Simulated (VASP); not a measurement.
# GaP (F-43m) in VASP: further runs

One crystal, GaP, is run at these levels: r2SCAN; tasks: single point.

Program: VASP 6.6.1. These are calculated values, not measurements. Logs are shortened: lines on timing, memory, paths and dates and some standing lists are left out, and cuts for length are marked.

**The experiment to reproduce.**

“Stacking defects in GaP nanowires: Electronic structure and optical properties”, 2018, arxiv:1810.01194 quotes, for a bulk crystal of GaP at 10 K: band gap 2.34 eV (indirect).

The results are compared with them further down.

## 1. Starting point

The structure is cubic, space group F-43m (No. 216). The conventional cell has a = 5.451 Å, b = 5.451 Å, c = 5.451 Å, α = 90.00°, β = 90.00°, γ = 90.00°. Ga (site symmetry -43m) is surrounded by 4 P at 2.36 Å. P (site symmetry -43m) has 4 Ga at 2.36 Å as nearest neighbours.

## 2. Single point, r2SCAN

POSCAR

```
GaP
1.0
    0.0000000000      2.7252500000      2.7252500000
    2.7252500000      0.0000000000      2.7252500000
    2.7252500000      2.7252500000      0.0000000000
Ga P
1 1
Direct
    0.0000000000      0.0000000000      0.0000000000
    0.2500000000      0.2500000000      0.2500000000
```

INCAR.step1

```
SYSTEM = GaP
  PREC = Accurate
  ENCUT = 520
  ISMEAR = 0
  SIGMA = 0.01
  LREAL = .False.
  LASPH = .True.
  NELM = 100
  NBANDS = 16
  GGA = PE
  ALGO = Normal
  EDIFF = 1E-4
  LWAVE = .True.
  LCHARG = .False.
```

INCAR.step2

```
SYSTEM = GaP
  PREC = Accurate
  ENCUT = 520
  EDIFF = 1E-6
  ISMEAR = 0
  SIGMA = 0.01
  LREAL = .False.
  LASPH = .True.
  NELM = 100
  ALGO = Normal
  ISIF = 2
  LWAVE = .False.
  LCHARG = .False.
  METAGGA = R2SCAN
  LMIXTAU = .True.
  NBANDS = 16
  ISTART = 1
```

KPOINTS

```
Automatic mesh
0
Gamma
  6 6 6
  0 0 0
```

Potentials or basis: VASP PAW PBE potentials, release 64 (Ga_d, P).

Run with:

```sh
$ cat potpaw_PBE.64/Ga_d/POTCAR potpaw_PBE.64/P/POTCAR > POTCAR
$ cp INCAR.step1 INCAR
$ mpirun -np 1 vasp_std > vasp.out
$ cp INCAR.step2 INCAR
$ mpirun -np 1 vasp_std > vasp.out
```

OUTCAR:

```text
SYSTEM = GaP
   PREC = Accurate
   ENCUT = 520
   EDIFF = 1E-6
   ISMEAR = 0
   LREAL = .False.
   LASPH = .True.
   NELM = 100
   ISIF = 2
   METAGGA = R2SCAN
   ISTART = 1

 ion  position               nearest neighbor table
   1  0.000  0.000  0.000-   2 2.36   2 2.36   2 2.36   2 2.36
   2  0.250  0.250  0.250-   1 2.36   1 2.36   1 2.36   1 2.36

  LATTYP: Found a face centered cubic cell.
 ALAT       =     5.4505000000

  Lattice vectors:

 A1 = (   0.0000000000,   2.7252500000,   2.7252500000)
 A2 = (   2.7252500000,   0.0000000000,   2.7252500000)
 A3 = (   2.7252500000,   2.7252500000,   0.0000000000)

Analysis of symmetry for initial positions (statically):
=====================================================================
 Subroutine PRICEL returns:
 Original cell was already a primitive cell.

 Routine SETGRP: Setting up the symmetry group for a
 face centered cubic supercell.

 Subroutine GETGRP returns: Found 24 space group operations
 (whereof 24 operations were pure point group operations)
 out of a pool of 48 trial point group operations.

The static configuration has the point symmetry T_d .

Analysis of symmetry for dynamics (positions and initial velocities):
=====================================================================
 Subroutine PRICEL returns:
 Original cell was already a primitive cell.

 Routine SETGRP: Setting up the symmetry group for a
 face centered cubic supercell.

 Subroutine GETGRP returns: Found 24 space group operations
 (whereof 24 operations were pure point group operations)
 out of a pool of 48 trial point group operations.

The dynamic configuration has the point symmetry T_d .

 Subroutine INISYM returns: Found 24 space group operations
 (whereof 24 operations are pure point group operations),
 and found     1 'primitive' translations

----------------------------------------------------------------------------------------

                                     Primitive cell

  volume of cell :      40.4808

  direct lattice vectors                    reciprocal lattice vectors
     0.000000000  2.725250000  2.725250000    -0.183469406  0.183469406  0.183469406
     2.725250000  0.000000000  2.725250000     0.183469406 -0.183469406  0.183469406
     2.725250000  2.725250000  0.000000000     0.183469406  0.183469406 -0.183469406

  length of vectors
     3.854085511  3.854085511  3.854085511     0.317778334  0.317778334  0.317778334

  position of ions in fractional coordinates (direct lattice)
     0.000000000  0.000000000  0.000000000
     0.250000000  0.250000000  0.250000000

  ion indices of the primitive-cell ions
   primitive index   ion index
                 1           1
                 2           2

----------------------------------------------------------------------------------------

 KPOINTS: Automatic mesh

Automatic generation of k-mesh.
 Grid dimensions read from file:
 generate k-points for:    6    6    6

 Generating k-lattice:

  Cartesian coordinates                     Fractional coordinates (reciprocal lattice)
    -0.030578234  0.030578234  0.030578234     0.166666667  0.000000000  0.000000000
     0.030578234 -0.030578234  0.030578234     0.000000000  0.166666667  0.000000000
     0.030578234  0.030578234 -0.030578234     0.000000000  0.000000000  0.166666667

  Length of vectors
     0.052963056  0.052963056  0.052963056

  Shift w.r.t. Gamma in fractional coordinates (k-lattice)
     0.000000000  0.000000000  0.000000000

 Subroutine IBZKPT returns following result:
 ===========================================

 Found     16 irreducible k-points:

 Following reciprocal coordinates:
            Coordinates               Weight
  0.000000  0.000000  0.000000      1.000000
  0.166667  0.000000  0.000000      8.000000
  0.333333  0.000000  0.000000      8.000000
  0.500000  0.000000  0.000000      4.000000
  0.166667  0.166667  0.000000      6.000000
  0.333333  0.166667  0.000000     24.000000
[... 8 lines left out ...]
 -0.333333  0.333333  0.166667     24.000000
 -0.333333  0.500000  0.166667     12.000000
   k-points           NKPTS =     16   k-points in BZ     NKDIM =     16   number of bands    NBANDS=     16
   number of dos      NEDOS =    301   number of ions     NIONS =      2
   total plane-waves  NPLWV =  27000
   dimension x,y,z NGX =    30 NGY =   30 NGZ =   30
   dimension x,y,z NGXF=    60 NGYF=   60 NGZF=   60
   ions per type =               1   1
   NGX,Y,Z   is equivalent  to a cutoff of  12.94, 12.94, 12.94 a.u.
   NGXF,Y,Z  is equivalent  to a cutoff of  25.88, 25.88, 25.88 a.u.
 SYSTEM =  GaP
   PREC   = accura    normal or accurate (medium, high low for compatibility)
   ISTART =      1    job   : 0-new  1-cont  2-samecut
   ICHARG =      0    charge: 1-file 2-atom 10-const
   ISPIN  =      1    spin polarized calculation?
   LNONCOLLINEAR =      F non collinear calculations
   LSORBIT =      F    spin-orbit coupling
   LASPH  =      T    aspherical Exc in radial PAW
   ENCUT  =  520.0 eV  38.22 Ry    6.18 a.u.   7.17  7.17  7.17*2*pi/ulx,y,z
   NELM   =    100;   NELMIN=  2; NELMDL=  0     # of ELM steps
   EDIFF  = 0.1E-05   stopping-criterion for ELM
   LREAL  =      F    real-space projection
   EDIFFG = 0.1E-04   stopping-criterion for IOM
   NSW    =      0    number of steps for IOM
   IBRION =     -1    ionic relax: 0-MD 1-quasi-New 2-CG
   NFREE  =      0    steps in history (QN), initial steepest desc. (CG)
   ISIF   =      2    stress and relaxation
   ISYM   =      2    0-nonsym 1-usesym 2-fastsym
   POTIM  = 0.5000    time-step for ionic-motion
   TEBEG  =    0.0;   TEEND  =   0.0 temperature during run
   PSTRESS=    0.0 pullay stress
   NELECT =      18.0000    total number of electrons
   NUPDOWN=      -1.0000    fix difference up-down
   EMIN   =  10.00;   EMAX   =-10.00  energy-range for DOS
   EFERMI =   0.00;   METHOD = LEGACY
   ISMEAR =     0;   SIGMA  =   0.01  broadening in eV -4-tet -1-fermi 0-gaus
   EFERMI_NEDOS =   21; number of points for ismear=-14 and -15
   IALGO  =     38    algorithm
   IMIX   =      4    mixing-type and parameters
     AMIX     =   0.40;   BMIX     =  1.00
     AMIX_MAG =   1.60;   BMIX_MAG =  1.00
  volume/ion in A,a.u.               =      20.24       136.59
  Fermi-wavevector in a.u.,A,eV,Ry     =   1.249538  2.361284 21.243377  1.561344
  Thomas-Fermi vector in A             =   2.383574
   LORBIT       =      0    0 simple, 1 ext, 2 COOP (PROOUT), +10 PAW based schemes
   METAGGA = R2SCAN    functional components
   LHFCALC =     F    Hartree Fock is set to
   AEXX    =    0.0000 exact exchange contribution
   IVDW    =     0    specifies the selected vdW correction
   LEPSILON=     F    determine dielectric tensor
   LRPA    =     F    only Hartree local field effects (RPA)
 non-spin polarized calculation
 Gauss-broadening in eV      SIGMA  =   0.01
  energy-cutoff  :      520.00
  volume of cell :       40.48
 maximum number of plane-waves:      1113
 NGX is ok and might be reduce to    30
   NGX = 15   NGY = 15   NGZ = 15

 number of electron      17.9999989 magnetization

 Free energy of the ion-electron system (eV)
  ---------------------------------------------------
  ext. energy  EPLUGINS =         0.00000000
  ---------------------------------------------------
  free energy    TOTEN  =       -21.45100874 eV

  energy without entropy =      -21.45100874  energy(sigma->0) =      -21.45100874

 E-fermi :   4.5165     XC(G=0): -10.5468

 val. band max:        4.4673768638   @ k =   0.0000   0.0000   0.0000
 cond. band min:       6.3763917077   @ k =   0.5000   0.5000   0.0000
 fundamental gap:      1.9090148439
 Fermi energy:         4.5165035670

 k-point     1 :       0.0000    0.0000    0.0000
  band No.  band energies     occupation
      1     -10.5280      2.00000
      2     -10.5280      2.00000
      3     -10.5280      2.00000
      4     -10.4144      2.00000
      5     -10.4144      2.00000
      6      -8.5545      2.00000
[... 8 lines left out ...]
     15      14.7376      0.00000
     16      14.7376      0.00000

 k-point     2 :       0.1667    0.0000    0.0000
  band No.  band energies     occupation
      1     -10.5549      2.00000
      2     -10.5196      2.00000
      3     -10.5196      2.00000
      4     -10.4142      2.00000
      5     -10.4142      2.00000
      6      -8.1792      2.00000
[... 8 lines left out ...]
     15      13.9114      0.00000
     16      15.1899      0.00000

 k-point     3 :       0.3333    0.0000    0.0000
  band No.  band energies     occupation
      1     -10.6005      2.00000
      2     -10.5057      2.00000
      3     -10.5057      2.00000
      4     -10.4107      2.00000
      5     -10.4107      2.00000
      6      -7.1869      2.00000
[... 8 lines left out ...]
     15      14.6453      0.00000
     16      14.8023      0.00000

 k-point     4 :       0.5000    0.0000    0.0000
  band No.  band energies     occupation
      1     -10.6206      2.00000
      2     -10.5006      2.00000
      3     -10.5006      2.00000
      4     -10.4070      2.00000
      5     -10.4070      2.00000
      6      -6.3926      2.00000
[... 8 lines left out ...]
     15      16.7949      0.00000
     16      16.7949      0.00000

 k-point     5 :       0.1667    0.1667    0.0000
  band No.  band energies     occupation
      1     -10.5701      2.00000
      2     -10.5112      2.00000
      3     -10.5112      2.00000
      4     -10.4222      2.00000
      5     -10.4086      2.00000
      6      -8.0550      2.00000
[... 8 lines left out ...]
     15      15.1934      0.00000
     16      16.0361      0.00000

 k-point     6 :       0.3333    0.1667    0.0000
  band No.  band energies     occupation
      1     -10.6046      2.00000
      2     -10.4990      2.00000
      3     -10.4955      2.00000
      4     -10.4260      2.00000
      5     -10.4039      2.00000
      6      -7.2566      2.00000
[... 8 lines left out ...]
     15      15.7640      0.00000
     16      16.8008      0.00000

 k-point     7 :       0.5000    0.1667    0.0000
  band No.  band energies     occupation
      1     -10.6245      2.00000
      2     -10.4949      2.00000
      3     -10.4888      2.00000
      4     -10.4189      2.00000
      5     -10.4044      2.00000
      6      -6.2442      2.00000
[... 8 lines left out ...]
     15      16.8139      0.00000
     16      17.5092      0.00000

 k-point     8 :      -0.3333    0.1667    0.0000
  band No.  band energies     occupation
      1     -10.6166      2.00000
      2     -10.4969      2.00000
      3     -10.4942      2.00000
      4     -10.4133      2.00000
      5     -10.4111      2.00000
      6      -6.5407      2.00000
[... 8 lines left out ...]
     15      15.9204      0.00000
     16      17.6050      0.00000

 k-point     9 :      -0.1667    0.1667    0.0000
  band No.  band energies     occupation
      1     -10.5857      2.00000
      2     -10.5097      2.00000
      3     -10.5055      2.00000
      4     -10.4181      2.00000
      5     -10.4102      2.00000
      6      -7.5916      2.00000
[... 8 lines left out ...]
     15      15.3342      0.00000
     16      16.8459      0.00000

 k-point    10 :       0.3333    0.3333    0.0000
  band No.  band energies     occupation
      1     -10.6329      2.00000
      2     -10.4761      2.00000
      3     -10.4761      2.00000
      4     -10.4414      2.00000
      5     -10.3969      2.00000
      6      -6.7034      2.00000
[... 8 lines left out ...]
     15      16.4451      0.00000
     16      19.7053      0.00000

 k-point    11 :       0.5000    0.3333    0.0000
  band No.  band energies     occupation
      1     -10.6448      2.00000
      2     -10.4729      2.00000
      3     -10.4672      2.00000
      4     -10.4406      2.00000
      5     -10.3967      2.00000
      6      -5.8085      2.00000
[... 8 lines left out ...]
     15      17.0386      0.00000
     16      18.5432      0.00000

 k-point    12 :      -0.3333    0.3333    0.0000
  band No.  band energies     occupation
      1     -10.6341      2.00000
      2     -10.4851      2.00000
      3     -10.4746      2.00000
      4     -10.4259      2.00000
      5     -10.4068      2.00000
      6      -5.7032      2.00000
[... 8 lines left out ...]
     15      14.5741      0.00000
     16      20.3161      0.00000

 k-point    13 :       0.5000    0.5000    0.0000
  band No.  band energies     occupation
      1     -10.6584      2.00000
      2     -10.4579      2.00000
      3     -10.4579      2.00000
      4     -10.4520      2.00000
      5     -10.3911      2.00000
      6      -5.4568      2.00000
[... 8 lines left out ...]
     15      17.5011      0.00000
     16      18.1448      0.00000

 k-point    14 :       0.5000    0.3333    0.1667
  band No.  band energies     occupation
      1     -10.6264      2.00000
      2     -10.4901      2.00000
      3     -10.4790      2.00000
      4     -10.4293      2.00000
      5     -10.4028      2.00000
      6      -6.3772      2.00000
[... 8 lines left out ...]
     15      16.9936      0.00000
     16      18.5245      0.00000

 k-point    15 :      -0.3333    0.3333    0.1667
  band No.  band energies     occupation
      1     -10.6335      2.00000
      2     -10.4895      2.00000
      3     -10.4716      2.00000
      4     -10.4259      2.00000
      5     -10.4061      2.00000
      6      -5.7008      2.00000
[... 8 lines left out ...]
     15      17.6895      0.00000
     16      18.0016      0.00000

 k-point    16 :      -0.3333    0.5000    0.1667
  band No.  band energies     occupation
      1     -10.6447      2.00000
      2     -10.4778      2.00000
      3     -10.4623      2.00000
      4     -10.4369      2.00000
      5     -10.4002      2.00000
      6      -5.3861      2.00000
[... 8 lines left out ...]
     15      17.0481      0.00000
     16      18.8538      0.00000

------------------------ aborting loop because EDIFF is reached ----------------------------------------

  FORCE on cell =-STRESS in cart. coord.  units (eV):
  Direction    XX          YY          ZZ          XY          YZ          ZX
  --------------------------------------------------------------------------------------
  -------------------------------------------------------------------------------------
  Total        0.0044060      0.0044060      0.0044060      0.0000000      0.0000000     -0.0000000
  in kB        0.1743823      0.1743823      0.1743823      0.0000000      0.0000000     -0.0000000
  external PRESSURE =       0.1743823 kB  Pullay stress =       0.0000000 kB

 VOLUME and BASIS-vectors are now :
 -----------------------------------------------------------------------------
  energy-cutoff  :      520.00
  volume of cell :       40.48
      direct lattice vectors                 reciprocal lattice vectors
     0.000000000  2.725250000  2.725250000    -0.183469406  0.183469406  0.183469406
     2.725250000  0.000000000  2.725250000     0.183469406 -0.183469406  0.183469406
     2.725250000  2.725250000  0.000000000     0.183469406  0.183469406 -0.183469406

 POSITION                                       TOTAL-FORCE (eV/Angst)
 -----------------------------------------------------------------------------------
      0.00000      0.00000      0.00000        -0.000000     -0.000000      0.000000
      1.36262      1.36262      1.36262         0.000000      0.000000     -0.000000
 -----------------------------------------------------------------------------------
    total drift:                                0.000010      0.000010      0.000010

  FREE ENERGIE OF THE ION-ELECTRON SYSTEM (eV)
  ---------------------------------------------------
  free  energy   TOTEN  =       -21.4510087395 eV

  energy  without entropy=      -21.4510087395  energy(sigma->0) =      -21.45100874
```

Run time: 51 s. Hardware: 1 thread of Intel Xeon Platinum 8375C at 2.90GHz (Ice Lake), shared host; peak memory 0.17 GiB.

Results:

| Quantity | Value |
| --- | --- |
| Free energy | -21.4510 eV |
| Pressure | 0.0 GPa |
| Band gap on the k mesh | 1.91 eV, indirect (least direct gap 2.34 eV) |

Levels at points of the mesh, in eV from the valence-band top:
```csv
k point,band 6,band 7,band 8,band 9,band 10,band 11,band 12,band 13
"(0.00, 0.00, 0.00)",-13.02,0.00,0.00,0.00,2.34,4.19,4.19,4.19
"(0.50, 0.00, 0.00)",-10.86,-6.85,-1.17,-1.17,2.04,5.05,5.05,8.83
"(0.50, 0.50, 0.00)",-9.92,-6.96,-2.80,-2.80,1.91,2.10,11.35,11.35
```

Caveat: the PAW data sets were made with another functional, which shifts forces and pressure a little.

## 3. Single point, r2SCAN

This run uses another cell than the first one, of 21.86 Å³/atom, 1.080 times its volume.

POSCAR

```
GaP
1.0
    0.0000000000      2.7960671692      2.7960671692
    2.7960671692      0.0000000000      2.7960671692
    2.7960671692      2.7960671692      0.0000000000
Ga P
1 1
Direct
    0.0000000000      0.0000000000      0.0000000000
    0.2500000000      0.2500000000      0.2500000000
```

INCAR.step1

```
PREC     = Accurate       # precision mode
ENCUT    = 520            # plane-wave cutoff, eV
ISMEAR   = 0              # smearing method
SIGMA    = 0.01           # smearing width, eV
LREAL    = False          # projectors in reciprocal space
LASPH    = True           # aspherical terms in the spheres
NELM     = 100            # most SCF steps
NBANDS   = 16             # bands
GGA      = PE             # functional
ALGO     = Normal         # electronic algorithm
EDIFF    = 1E-4           # SCF threshold, eV
LWAVE    = True           # write WAVECAR
LCHARG   = False          # write CHGCAR
```

INCAR.step2

```
PREC     = Accurate       # precision mode
ENCUT    = 520            # plane-wave cutoff, eV
EDIFF    = 1E-7           # SCF threshold, eV
ISMEAR   = 0              # smearing method
SIGMA    = 0.01           # smearing width, eV
LREAL    = False          # projectors in reciprocal space
LASPH    = True           # aspherical terms in the spheres
NELM     = 100            # most SCF steps
ALGO     = Normal         # electronic algorithm
ISIF     = 2              # what is computed and relaxed
LWAVE    = False          # write WAVECAR
LCHARG   = False          # write CHGCAR
METAGGA  = R2SCAN         # meta-GGA
LMIXTAU  = True         
NBANDS   = 16             # bands
ISTART   = 1
```

KPOINTS

```
Automatic mesh
0
Gamma
  6 6 6
```

Potentials or basis: VASP PAW PBE potentials, release 64 (Ga_d, P).

Run with:

```sh
$ cat potpaw_PBE.64/Ga_d/POTCAR potpaw_PBE.64/P/POTCAR > POTCAR
$ cp INCAR.step1 INCAR
$ mpirun -np 1 vasp_std > vasp.out
$ cp INCAR.step2 INCAR
$ mpirun -np 1 vasp_std > vasp.out
```

Wall time 55 s (1 thread of Intel Xeon Platinum 8375C at 2.90GHz (Ice Lake), shared host); peak memory 0.17 GiB.

The run converged. Its results:

```yaml
Free_energy: -21.3893 eV
Pressure: -5.7 GPa
Band_gap_on_the_k_mesh: 1.68 eV, direct
```

Levels at points of the mesh, in eV from the valence-band top:
```tsv
k point	band 7	band 8	band 9	band 10	band 11	band 12
(0.00, 0.00, 0.00)	0.00	0.00	0.00	1.68	4.20	4.20
(0.50, 0.00, 0.00)	-6.42	-1.06	-1.06	1.79	5.06	5.06
(0.50, 0.50, 0.00)	-6.60	-2.53	-2.53	2.05	2.15	10.75
```

Caveat: the PAW data sets were made with another functional, which shifts forces and pressure a little.

## 4. Comparison with measurements

Step 2. Measured gap of GaP: 2.34 eV (indirect; 10 K; quoted in “Stacking defects in GaP nanowires: Electronic structure and optical properties”, 2018, arxiv:1810.01194). This calculation gives 1.91 eV (-0.43 eV). Spin-orbit coupling on Ga is left out. The value is that of r2SCAN on a finite k mesh, which can miss the band edges, without temperature or zero-point motion.

Step 3. A measured gap of GaP is 2.34 eV (indirect; 10 K; quoted in “Stacking defects in GaP nanowires: Electronic structure and optical properties”, 2018, arxiv:1810.01194); the calculated 1.68 eV misses it by -0.66 eV. Spin-orbit coupling on Ga is left out. The value is that of r2SCAN on a finite k mesh, which can miss the band edges, without temperature or zero-point motion.
